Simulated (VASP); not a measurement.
# C (a cell with a defect) in VASP: relaxation of the atoms with PBE

Aim: the relaxation of the atoms of C (a cell with a defect) with PBE.

All numbers are computed with VASP 6.6.1; they aren't measurements. Logs are shortened: lines on timing, memory, paths and dates and some standing lists are left out, and cuts for length are marked.

## (1) Starting point

The cell holds a defect, 63 atoms: a = 7.144 Å, b = 7.144 Å, c = 7.144 Å, α = 90.00°, β = 90.00°, γ = 90.00°.

The cell was built by a generator and needn't be a form met in nature.

## (2) Relaxation of the atoms, PBE, collinear spin, ferromagnetic start

File INCAR:

```
PREC = Accurate
ENCUT = 450
EDIFF = 1E-6
ISMEAR = -1
SIGMA = 0.05
LREAL = F
LASPH = T
NELM = 100
ALGO = Fast
ISIF = 2
LWAVE = F
LCHARG = F
ISPIN = 2
MAGMOM = 0.5 0.5 0.5 0.5 0.5 0.5 0.5 0.5 0.5 0.5 0.5 0.5 0.5 0.5 0.5 0.5 0.5 0.5 0.5 0.5 0.5 0.5 0.5 0.5 0.5 0.5 0.5 0.5 0.5 0.5 0.5 0.5 0.5 0.5 0.5 0.5 0.5 0.5 0.5 0.5 0.5 0.5 0.5 0.5 0.5 0.5 0.5 0.5 0.5 0.5 0.5 0.5 0.5 0.5 0.5 0.5 0.5 0.5 0.5 0.5 0.5 0.5 0.5
LORBIT = 11
NUPDOWN = 2
GGA = PE
IBRION = 2
NSW = 60
EDIFFG = -0.01
```

File KPOINTS:

```
Automatic mesh
0
Gamma
  2 2 2
```

File POSCAR:

```
C
1.0
    7.1440000000      0.0000000000      0.0000000000
    0.0000000000      7.1440000000      0.0000000000
    0.0000000000      0.0000000000      7.1440000000
C
63
Direct
    0.7500000000      0.2500000000      0.0000000000
    0.7500000000      0.0000000000      0.2500000000
    0.0000000000      0.0000000000      0.0000000000
    0.2500000000      0.2500000000      0.0000000000
    0.5000000000      0.5000000000      0.0000000000
    0.7500000000      0.7500000000      0.0000000000
    0.2500000000      0.0000000000      0.2500000000
    0.5000000000      0.2500000000      0.2500000000
    0.7500000000      0.5000000000      0.2500000000
    0.5000000000      0.0000000000      0.5000000000
    0.7500000000      0.2500000000      0.5000000000
    0.7500000000      0.0000000000      0.7500000000
    0.0000000000      0.5000000000      0.0000000000
    0.2500000000      0.7500000000      0.0000000000
    0.0000000000      0.2500000000      0.2500000000
    0.2500000000      0.5000000000      0.2500000000
    0.5000000000      0.7500000000      0.2500000000
    0.0000000000      0.0000000000      0.5000000000
    0.2500000000      0.2500000000      0.5000000000
    0.5000000000      0.5000000000      0.5000000000
    0.7500000000      0.7500000000      0.5000000000
    0.2500000000      0.0000000000      0.7500000000
    0.5000000000      0.2500000000      0.7500000000
    0.7500000000      0.5000000000      0.7500000000
    0.0000000000      0.7500000000      0.2500000000
    0.0000000000      0.5000000000      0.5000000000
    0.2500000000      0.7500000000      0.5000000000
    0.0000000000      0.2500000000      0.7500000000
    0.2500000000      0.5000000000      0.7500000000
    0.5000000000      0.7500000000      0.7500000000
    0.0000000000      0.7500000000      0.7500000000
    0.6250000000      0.1250000000      0.1250000000
    0.8750000000      0.3750000000      0.1250000000
    0.8750000000      0.1250000000      0.3750000000
    0.1250000000      0.1250000000      0.1250000000
    0.3750000000      0.3750000000      0.1250000000
    0.6250000000      0.6250000000      0.1250000000
    0.8750000000      0.8750000000      0.1250000000
    0.3750000000      0.1250000000      0.3750000000
    0.6250000000      0.3750000000      0.3750000000
    0.8750000000      0.6250000000      0.3750000000
    0.6250000000      0.1250000000      0.6250000000
    0.8750000000      0.3750000000      0.6250000000
    0.8750000000      0.1250000000      0.8750000000
    0.1250000000      0.6250000000      0.1250000000
    0.3750000000      0.8750000000      0.1250000000
    0.1250000000      0.3750000000      0.3750000000
    0.3750000000      0.6250000000      0.3750000000
    0.6250000000      0.8750000000      0.3750000000
    0.1250000000      0.1250000000      0.6250000000
    0.3750000000      0.3750000000      0.6250000000
    0.6250000000      0.6250000000      0.6250000000
    0.8750000000      0.8750000000      0.6250000000
    0.3750000000      0.1250000000      0.8750000000
    0.6250000000      0.3750000000      0.8750000000
    0.8750000000      0.6250000000      0.8750000000
    0.1250000000      0.8750000000      0.3750000000
    0.1250000000      0.6250000000      0.6250000000
    0.3750000000      0.8750000000      0.6250000000
    0.1250000000      0.3750000000      0.8750000000
    0.3750000000      0.6250000000      0.8750000000
    0.5625000000      0.9375000000      0.9375000000
    0.1250000000      0.8750000000      0.8750000000
```

Potentials or basis: VASP PAW PBE potentials, release 64 (C).

On the command line:

```bash
> cat potpaw_PBE.64/C/POTCAR > POTCAR
> mpirun -np 1 vasp_std > vasp.out
```

OUTCAR:

```text
PREC = Accurate
   ENCUT = 450
   EDIFF = 1E-6
   ISMEAR = -1
   LREAL = F
   LASPH = T
   NELM = 100
   ISIF = 2
   ISPIN = 2
   LORBIT = 11
   NUPDOWN = 2
   GGA = PE
   IBRION = 2
   NSW = 60
   EDIFFG = -0.01

 ion  position               nearest neighbor table
   1  0.750  0.250  0.000-  32 1.55  33 1.55  44 1.55  55 1.55
   2  0.750  0.000  0.250-  32 1.55  34 1.55  38 1.55  49 1.55
   3  0.000  0.000  0.000-  35 1.55  38 1.55  44 1.55  63 1.55
   4  0.250  0.250  0.000-  35 1.55  36 1.55  54 1.55  60 1.55
   5  0.500  0.500  0.000-  36 1.55  37 1.55  55 1.55  61 1.55
   6  0.750  0.750  0.000-  37 1.55  38 1.55  56 1.55  62 1.95
[... 53 lines left out ...]
  60  0.125  0.375  0.875-   4 1.55  13 1.55  28 1.55  29 1.55
  61  0.375  0.625  0.875-   5 1.55  14 1.55  29 1.55  30 1.55
  62  0.562  0.938  0.938-   6 1.95  12 1.95  30 1.95  32 1.95  46 1.95  54 1.95
  63  0.125  0.875  0.875-   3 1.55  14 1.55  22 1.55  31 1.55

  LATTYP: Found a simple cubic cell.
 ALAT       =     7.1440000000

  Lattice vectors:

 A1 = (   7.1440000000,   0.0000000000,   0.0000000000)
 A2 = (   0.0000000000,   7.1440000000,   0.0000000000)
 A3 = (   0.0000000000,   0.0000000000,   7.1440000000)

Analysis of symmetry for initial positions (statically):
=====================================================================
 Subroutine PRICEL returns:
 Original cell was already a primitive cell.

 Routine SETGRP: Setting up the symmetry group for a
 simple cubic supercell.

 Subroutine GETGRP returns: Found 12 space group operations
 (whereof  2 operations were pure point group operations)
 out of a pool of 48 trial point group operations.

The static configuration has the point symmetry C_1h.
 The point group associated with its full space group is D_3d.

Analysis of symmetry for dynamics (positions and initial velocities):
=====================================================================
 Subroutine PRICEL returns:
 Original cell was already a primitive cell.

 Routine SETGRP: Setting up the symmetry group for a
 simple cubic supercell.

 Subroutine GETGRP returns: Found 12 space group operations
 (whereof  2 operations were pure point group operations)
 out of a pool of 48 trial point group operations.

The dynamic configuration has the point symmetry C_1h.
 The point group associated with its full space group is D_3d.

Analysis of structural, dynamic, and magnetic symmetry:
=====================================================================
 Subroutine PRICEL returns:
 Original cell was already a primitive cell.

 Routine SETGRP: Setting up the symmetry group for a
 simple cubic supercell.

 Subroutine GETGRP returns: Found 12 space group operations
 (whereof  2 operations were pure point group operations)
 out of a pool of 48 trial point group operations.

The overall configuration has the point symmetry C_1h.
 The point group associated with its full space group is D_3d.

 Subroutine INISYM returns: Found 12 space group operations
 (whereof  2 operations are pure point group operations),
 and found     1 'primitive' translations

----------------------------------------------------------------------------------------

                                     Primitive cell

  volume of cell :     364.6064

  direct lattice vectors                    reciprocal lattice vectors
     7.144000000  0.000000000  0.000000000     0.139977604  0.000000000  0.000000000
     0.000000000  7.144000000  0.000000000     0.000000000  0.139977604  0.000000000
     0.000000000  0.000000000  7.144000000     0.000000000  0.000000000  0.139977604

  length of vectors
     7.144000000  7.144000000  7.144000000     0.139977604  0.139977604  0.139977604

[... 198 lines left out ...]
   IALGO  =     68    algorithm
   IMIX   =      4    mixing-type and parameters
     AMIX     =   0.40;   BMIX     =  1.00
     AMIX_MAG =   1.60;   BMIX_MAG =  1.00
  volume/ion in A,a.u.               =       5.79        39.06
  Fermi-wavevector in a.u.,A,eV,Ry     =   1.447439  2.735263 28.505284  2.095079
  Thomas-Fermi vector in A             =   2.565394
   LORBIT       =     11    0 simple, 1 ext, 2 COOP (PROOUT), +10 PAW based schemes
   GGA     = PE    functional components
   LHFCALC =     F    Hartree Fock is set to
   AEXX    =    0.0000 exact exchange contribution
   IVDW    =     0    specifies the selected vdW correction
   LEPSILON=     F    determine dielectric tensor
   LRPA    =     F    only Hartree local field effects (RPA)
 conjugate gradient relaxation of ions
 spin polarized calculation
 RMM-DIIS sequential band-by-band and
  energy-cutoff  :      450.00
  volume of cell :      364.61
 maximum number of plane-waves:      7920
 NGX is ok and might be reduce to    50
   NGX = 25   NGY = 25   NGZ = 25

--------------------------------------- Ionic step        1  -------------------------------------------

 number of electron     251.9999943 magnetization      10.9135982

 number of electron     251.9999946 magnetization       1.9991984

 Free energy of the ion-electron system (eV)
  ---------------------------------------------------
  ext. energy  EPLUGINS =         0.00000000
  ---------------------------------------------------
  free energy    TOTEN  =      -562.31506721 eV

  energy without entropy =     -562.31480133  energy(sigma->0) =     -562.31493427

------------------------ aborting loop because EDIFF is reached ----------------------------------------

  FORCE on cell =-STRESS in cart. coord.  units (eV):
  Direction    XX          YY          ZZ          XY          YZ          ZX
  --------------------------------------------------------------------------------------
  -------------------------------------------------------------------------------------
  Total       -7.3956375     -7.3956375     -7.3956375     10.1653629    -10.1653629     10.1653629
  in kB      -32.4983911    -32.4983911    -32.4983911     44.6692984    -44.6692984     44.6692984
  external PRESSURE =     -32.4983911 kB  Pullay stress =       0.0000000 kB
[... 272 lines left out ...]
  FREE ENERGIE OF THE ION-ELECTRON SYSTEM (eV)
  ---------------------------------------------------
  free  energy   TOTEN  =      -563.0668833743 eV

  energy  without entropy=     -563.0668787897  energy(sigma->0) =     -563.06688108

[... ionic steps 4 to 10 ...]

--------------------------------------- Ionic step       11  -------------------------------------------

 number of electron     251.9999982 magnetization       2.0000000

------------------------ aborting loop because EDIFF is reached ----------------------------------------
[... 189 lines left out ...]
--------------------------------------- Ionic step       13  -------------------------------------------

 number of electron     251.9999982 magnetization       2.0000000

 Free energy of the ion-electron system (eV)
  ---------------------------------------------------
  ext. energy  EPLUGINS =         0.00000000
  ---------------------------------------------------
  free energy    TOTEN  =      -563.34588203 eV

  energy without entropy =     -563.34588111  energy(sigma->0) =     -563.34588157

 E-fermi :   9.7211     XC(G=0): -13.1602

 val. band max:       10.6654558971   @ k =   0.0000   0.0000   0.0000
 cond. band min:      10.4309391940   @ k =   0.5000   0.5000   0.0000
 fundamental gap:     -0.2345167031
 Fermi energy:        11.3379388076

 spin component 1

 k-point     1 :       0.0000    0.0000    0.0000
  band No.  band energies     occupation
      1     -11.8944      1.00000
      2      -9.7667      1.00000
      3      -9.7667      1.00000
      4      -9.6750      1.00000
      5      -9.6750      1.00000
      6      -9.5001      1.00000
[... 553 lines left out ...]
    137      15.4794      0.00000
    138      15.4794      0.00000
 Fermi energy:         9.7210834214

 spin component 2

 k-point     1 :       0.0000    0.0000    0.0000
  band No.  band energies     occupation
      1     -11.8598      1.00000
      2      -9.7200      1.00000
      3      -9.7200      1.00000
      4      -9.6523      1.00000
      5      -9.6523      1.00000
      6      -9.4726      1.00000
[... 553 lines left out ...]
    137      15.5208      0.00000
    138      15.5208      0.00000
 [bands above 138 left out]

------------------------ aborting loop because EDIFF is reached ----------------------------------------

  FORCE on cell =-STRESS in cart. coord.  units (eV):
  Direction    XX          YY          ZZ          XY          YZ          ZX
  --------------------------------------------------------------------------------------
  -------------------------------------------------------------------------------------
  Total       -6.0370651     -6.0370651     -6.0370651     11.9111651    -11.9111651     11.9111651
  in kB      -26.5284637    -26.5284637    -26.5284637     52.3408160    -52.3408160     52.3408160
  external PRESSURE =     -26.5284637 kB  Pullay stress =       0.0000000 kB
[... 78 lines left out ...]
  FREE ENERGIE OF THE ION-ELECTRON SYSTEM (eV)
  ---------------------------------------------------
  free  energy   TOTEN  =      -563.3458820299 eV

  energy  without entropy=     -563.3458811079  energy(sigma->0) =     -563.34588157

 reached required accuracy - stopping structural energy minimisation

 total charge

# of ion       s       p       d       tot
------------------------------------------
    1        0.835   1.759   0.000   2.593
    2        0.835   1.759   0.000   2.593
    3        0.830   1.739   0.000   2.569
    4        0.828   1.712   0.000   2.540
    5        0.830   1.739   0.000   2.569
    6        0.839   1.653   0.000   2.493
[... 55 lines left out ...]
   62        0.809   1.313   0.000   2.122
   63        0.830   1.739   0.000   2.569
--------------------------------------------------
tot         52.408 108.709   0.000 161.117

 magnetization (x)

# of ion       s       p       d       tot
------------------------------------------
    1       -0.000   0.003   0.000   0.003
    2       -0.000   0.003   0.000   0.003
    3        0.000   0.004   0.000   0.004
    4       -0.001  -0.004   0.000  -0.005
    5        0.000   0.004   0.000   0.004
    6        0.025   0.157   0.000   0.183
[... 55 lines left out ...]
   62       -0.019  -0.093   0.000  -0.112
   63        0.000   0.004   0.000   0.004
--------------------------------------------------
tot          0.167   1.145   0.000   1.312
```

Wall time 55 min (1 thread of Intel Xeon Platinum 8559C (Emerald Rapids), shared host); peak memory 0.59 GiB.

What came out:

| Quantity | Value |
| --- | --- |
| Free energy | -563.3459 eV |
| Energy gained by relaxing | 16.4 meV/atom |
| Ionic steps | 13 |
| Largest force after relaxing | 0.007 eV/Å |
| Net moment | 2.00 μB per cell |
| Site moments | C +0.00, -0.01, +0.18, +0.01, +0.02, -0.11 μB |
| Valence electrons inside the program's atomic spheres | C 2.59, 2.57, 2.54, 2.49, 2.58, 2.56, 2.12 |

Forces in eV/Å, atoms in the order of the input:
```
C   -0.001  0.000  0.003
C   -0.001  0.003  0.000
C   -0.002  0.000  0.000
C   -0.002  0.002 -0.006
C    0.000  0.002  0.000
C    0.003 -0.003  0.002
C   -0.002 -0.006  0.002
C    0.006  0.002  0.002
C    0.002 -0.002 -0.002
C    0.000  0.000  0.002
C    0.002 -0.002 -0.002
C    0.003  0.002 -0.003
C   -0.002  0.002  0.004
C    0.000  0.001  0.003
C   -0.001 -0.002 -0.002
C    0.002  0.001 -0.002
C   -0.003  0.001  0.000
C   -0.002  0.004  0.002
C    0.002 -0.002  0.001
C   -0.004  0.002  0.002
C    0.001 -0.001 -0.004
C    0.000  0.003  0.001
C   -0.003  0.000  0.001
C    0.001 -0.004 -0.001
C    0.002 -0.002 -0.002
C   -0.004  0.004  0.004
C    0.002 -0.002 -0.002
C    0.002 -0.002 -0.002
C    0.002 -0.002 -0.002
C   -0.002 -0.003 -0.003
C    0.004 -0.001 -0.001
C    0.002  0.003  0.003
C   -0.002  0.002  0.002
C   -0.002  0.002  0.002
C   -0.004  0.001  0.001
C   -0.001  0.004  0.001
C    0.003  0.000 -0.001
C    0.000 -0.003 -0.001
C   -0.001  0.001  0.004
C    0.004 -0.002 -0.002
C   -0.002  0.002 -0.001
C    0.003 -0.001  0.000
C   -0.002 -0.001  0.002
C    0.000 -0.001 -0.003
C   -0.002  0.002  0.002
C   -0.003 -0.002  0.003
C    0.004 -0.004 -0.004
C   -0.002  0.002  0.002
C    0.000  0.000 -0.002
C   -0.002  0.002  0.002
C   -0.002  0.002  0.002
C   -0.006 -0.002 -0.002
C    0.002  0.006 -0.002
C   -0.003  0.003 -0.002
C    0.000 -0.002  0.000
C    0.002 -0.002  0.006
C    0.002 -0.004 -0.002
C    0.001  0.002  0.002
C    0.001 -0.003  0.000
C    0.002 -0.002 -0.004
C    0.001  0.000 -0.003
C    0.000  0.000  0.000
C    0.002  0.000  0.000
```

The path:
```tsv
step	energy change (eV)	largest force (eV/Å)	pressure (GPa)
1	0.0000	3.1070	-3.25
2	0.6601	3.7981	-0.46
3	-0.7518	0.8237	-2.65
4	-0.9404	0.5599	-2.65
5	-0.9490	0.4467	-2.66
6	-1.0000	0.4048	-2.65
7	-1.0093	0.2725	-2.67
8	-1.0272	0.1305	-2.67
9	-1.0290	0.0819	-2.67
10	-1.0300	0.0619	-2.65
11	-1.0306	0.0278	-2.66
12	-1.0308	0.0131	-2.65
13	-1.0308	0.0068	-2.65
```

Final structure:
```
C
1.0
     7.14400    0.00000    0.00000
     0.00000    7.14400    0.00000
     0.00000    0.00000    7.14400
C
63
Cartesian
  5.3793 1.7938 7.1434
  5.3793 7.1434 1.7938
  0.0036 7.1420 7.1420
  1.8247 1.7473 7.1297
  3.5740 3.5684 7.1420
  5.3372 5.3788 0.0930
  1.8247 7.1297 1.7473
  3.5863 1.7473 1.7473
  5.3633 3.5662 1.7979
  3.5740 7.1420 3.5684
  5.3633 1.7979 3.5662
  5.3372 0.0930 5.3788
  7.1393 3.5767 0.0081
  1.7782 5.3367 7.1434
  0.0159 1.7809 1.7809
  1.7911 3.5561 1.7809
  3.5726 5.3367 1.7938
  7.1393 0.0081 3.5767
  1.7911 1.7809 3.5561
  3.5639 3.5767 3.5767
  5.3436 5.3724 3.5947
  1.7782 7.1434 5.3367
  3.5726 1.7938 5.3367
  5.3436 3.5947 5.3724
  0.0058 5.3527 1.7979
  7.1403 3.5757 3.5757
  1.7741 5.3527 3.5662
  0.0058 1.7979 5.3527
  1.7741 3.5662 5.3527
  3.4790 5.3788 5.3788
  7.1213 5.3724 5.3724
  4.5580 0.8722 0.8722
  6.2629 2.6848 0.8983
  6.2629 0.8983 2.6848
  0.9157 0.8786 0.8786
  2.6934 2.6563 0.8786
  4.4644 4.4572 0.9143
  6.2588 6.2516 0.9143
  2.6934 0.8786 2.6563
  4.4731 2.6743 2.6743
  6.2459 4.4701 2.6949
  4.4644 0.9143 4.4572
  6.2459 2.6949 4.4701
  6.2588 0.9143 6.2516
  0.8872 4.4531 0.8983
  2.6998 6.1580 0.8722
  0.8967 2.6753 2.6753
  2.6737 4.4531 2.6848
  4.4630 6.2530 2.6826
  0.8872 0.8983 4.4531
  2.6737 2.6848 4.4531
  4.4507 4.5037 4.5037
  6.2123 6.2653 4.5037
  2.6998 0.8722 6.1580
  4.4630 2.6826 6.2530
  6.2123 4.5037 6.2653
  0.8977 6.2429 2.6743
  0.8771 4.4701 4.4701
  2.6577 6.2516 4.4572
  0.8977 2.6743 6.2429
  2.6577 4.4572 6.2516
  4.0185 6.6975 6.6975
  0.8894 6.2530 6.2530
```

Caveat: the k mesh is coarse (spacing up to 0.44 Å⁻¹), so the values aren't converged; the cutoff is under 1.25 times the usual one of these potentials, so pressure, stress and relaxed cells hold a basis-set (Pulay) error; the moment is held away from its start; the total moment is fixed, so each spin has its own Fermi level.
